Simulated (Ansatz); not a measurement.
**Field gradients of SnO₂ from run to run**

Cell of run 1: a Materials Project structure (computed, not necessarily an observed phase), atoms as given.

```cif
data_SnO2
_symmetry_space_group_name_H-M 'Pnnm'
_symmetry_Int_Tables_number 58
_cell_length_a 4.7880
_cell_length_b 4.8666
_cell_length_c 3.2409
_cell_angle_alpha 90.000
_cell_angle_beta 90.000
_cell_angle_gamma 90.000
loop_
_atom_site_label
_atom_site_type_symbol
_atom_site_symmetry_multiplicity
_atom_site_Wyckoff_symbol
_atom_site_fract_x
_atom_site_fract_y
_atom_site_fract_z
Sn Sn 2 a 0.5000 0.5000 0.5000
O O 4 g 0.2919 0.3210 0.0000
```

One atom of each set is listed.

Relaxed positions (PBE, cell held):

Sn (0.5000, 0.5000, 0.5000)
O (0.3042, 0.3089, 0.0000)

All runs are DFT with Ansatz 0.2.0 (plane waves and PAW, scalar-relativistic unless spin–orbit coupling is named, Γ-centred meshes, Fermi–Dirac smearing where given) in this cell.

Run 1: PBE, atoms as given; 420 eV, 7×7×10 k-points, smearing 0.01 eV.
Run 2: r2SCAN, atoms as given; 500 eV, 7×7×10 k-points, smearing 0.01 eV.
Run 3: PBE, atoms relaxed; 420 eV, 7×7×10 k-points, smearing 0.01 eV.
Run 4: r2SCAN, at the relaxed atoms; 500 eV, 7×7×10 k-points, smearing 0.01 eV.
Run 5: r2SCAN, atoms relaxed; 500 eV, 7×7×10 k-points, smearing 0.01 eV.

```
run   Sn V_zz (η)     O V_zz (η)
  1  -5.13 (0.85)  -11.23 (0.13)
  2             ?              ?
  3  -5.11 (0.89)  -11.26 (0.13)
  4  -5.03 (0.90)  -11.00 (0.11)
  5  -5.25 (0.80)  -10.98 (0.10)
```

V_zz in 10²¹ V/m².

Q: Estimate the row of run 2.

A: Sn: -5.05 (0.86); O: -10.99 (0.11). It lies nearest to run 1, from whose tensors on these sites it differs by 0.24 at most (largest principal value of the difference, on O). Taken one at a time, the positions of the atoms (as given or relaxed) move the tensors on these sites by up to 0.65 (largest principal value of the change, on Sn), the functional (r2SCAN with its higher cutoff) by 0.26 (O).

Without spin–orbit coupling (the program notes it for Sn) the gradients can shift somewhat, as the gap is small. Without spin–orbit coupling (the program notes it for Sn) the gradients are little affected as a rule: paired runs on crystals with a gap mostly move them by under 2 % at such atoms. With these PAW files V_zz is typically within 2 to 3 % of all-electron values, but misses above 10 % occur on Sn. The cell isn't the equilibrium one in runs 2, 4, 5 (calculated pressure -8, -8, -8 GPa), and the entry's cell may itself be off.
